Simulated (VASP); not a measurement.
Wanted: the native input for a VASP 6.6.1 run.

```yaml
Task: relaxation of cell and atoms
Functional: PBE
Potentials_or_basis: VASP PAW PBE potentials, release 64 (Na_pv, H)
Cutoff: 600 eV
k_mesh: 9 × 9 × 6
Occupations: gaussian, width 0.02 eV
Spin: no spin polarisation
Dipole_correction: no
Further_INCAR_settings: ALGO = Fast; EDIFF = 1e-06; IBRION = 2; EDIFFG = -0.01; NSW = 100; ISIF = 3
```

The structure of NaH lies in POSCAR:

```
NaH
1.0
    3.7221499529      0.0000000000      0.0000000000
   -1.8610749764      3.2234764159      0.0000000000
    0.0000000000      0.0000000000      4.4301853524
Na H
1 1
Direct
    0.3333333333      0.6666666667      0.5000000000
    0.0000000000      0.0000000000      0.5000000000
```

The cell was built by a generator and needn't be a form met in nature.

The cell isn't the ideal one: random cell by space group and Wyckoff sites (Amm2, No. 38).

These files were run (other wordings do the same):

INCAR

```
SYSTEM = NaH
ALGO = Fast ; EDIFF = 1E-6
EDIFFG = -0.01 ; ENCUT = 600
GGA = PE ; IBRION = 2
ISIF = 3 ; ISMEAR = 0
LASPH = .TRUE. ; LCHARG = .FALSE.
LREAL = .FALSE. ; LWAVE = .FALSE.
NELM = 100 ; NSW = 100
PREC = Accurate ; SIGMA = 0.02
```

KPOINTS

```
k-points
0
G
  9 9 6
  0 0 0
```

Potentials or basis: VASP PAW PBE potentials, release 64 (Na_pv, H).

The run is started by

```bash
$ cat potpaw_PBE.64/Na_pv/POTCAR potpaw_PBE.64/H/POTCAR > POTCAR
$ mpirun -np 1 vasp_std > vasp.out
```

Results of the run:

```
Relaxed volume                         : 28.89 Å³/atom
Relaxed cell                           : a = 3.726 Å, b = 3.726 Å, c = 4.805 Å, α = 90.00°, β = 90.00°, γ = 120.00°
Space group after relaxing (to 0.05 Å) : P-6m2 (No. 187)
Energy gained by relaxing              : 1.6 meV/atom
Ionic steps                            : 8
Pressure after relaxing                : 0.0 GPa
Band gap on the k mesh                 : 2.72 eV, indirect (least direct gap 4.35 eV)
```

Caveat: an odd mesh through Γ misses points on the zone boundary, where band edges often lie.

It took 46 s on 1 thread of Intel(R) Xeon(R) 6975P-C (Granite Rapids) (shared host), peak memory 0.18 GiB.
